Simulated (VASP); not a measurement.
Set up this calculation in VASP 6.6.1, as the native input.

```
Task                   : relaxation of cell and atoms
Functional             : PBE
Dispersion             : D3(BJ)
Potentials or basis    : VASP PAW PBE potentials, release 64 (Sn_d)
Cutoff                 : 600 eV
k mesh                 : 16 × 16 × 16
Occupations            : methfessel-paxton, width 0.1 eV
Spin                   : no spin polarisation
Further INCAR settings : ALGO = Normal; EDIFF = 1e-07; IBRION = 2; EDIFFG = -0.005; NSW = 90; ISIF = 3
```

The structure of Sn lies in POSCAR:

```
Sn                                      
1.0
   -2.9310855930      2.9310855930      1.5829060483
    2.9310855930     -2.9310855930      1.5829060483
    2.9310855930      2.9310855930     -1.5829060483
  Sn            
     2
Direct
     0.0000000000000000    0.0000000000000000    0.0000000000000000
     0.7500000000000000    0.2500000000000000    0.5000000000000000
```

The input as run:

INCAR

```
SYSTEM = Sn
PREC     = Accurate       ! precision mode
ENCUT    = 600            ! plane-wave cutoff, eV
EDIFF    = 1E-7           ! SCF threshold, eV
ISMEAR   = 1              ! smearing method
SIGMA    = 0.1            ! smearing width, eV
LREAL    = .FALSE.        ! projectors in reciprocal space
LASPH    = .TRUE.         ! aspherical terms in the spheres
NELM     = 80             ! most SCF steps
ALGO     = Normal         ! electronic algorithm
ISIF     = 3              ! what is computed and relaxed
LWAVE    = .FALSE.        ! write WAVECAR
LCHARG   = .FALSE.        ! write CHGCAR
GGA      = PE             ! functional
IVDW     = 12             ! dispersion correction
IBRION   = 2              ! ionic algorithm
NSW      = 90             ! ionic steps
EDIFFG   = -0.005         ! ionic threshold
```

KPOINTS

```
Automatic mesh
0
G
  16 16 16
  0 0 0
```

Potentials or basis: VASP PAW PBE potentials, release 64 (Sn_d).

The run is started by

```sh
$ cat potpaw_PBE.64/Sn_d/POTCAR > POTCAR
$ mpirun -np 1 vasp_std > vasp.out
```

Results of the run:

The relaxed volume is 27.19 Å³/atom. The relaxed cell is a = 4.437 Å, b = 4.437 Å, c = 4.437 Å, α = 97.31°, β = 97.31°, γ = 138.20° and the space group after relaxing (to 0.05 Å) is I4_1/amd (No. 141). The energy gained by relaxing is 0.0 meV/atom and the ionic steps are 3. The pressure after relaxing is 0.0 GPa and the band gap on the k mesh is none (metal or under the smearing width). The dispersion energy per atom is -0.389 eV.

Caveat: pairwise dispersion overbinds metals, which lowers pressure and volume.

It took 6.5 min on 1 thread of Intel(R) Xeon(R) Platinum 8488C (Sapphire Rapids) (shared host), peak memory 0.49 GiB.
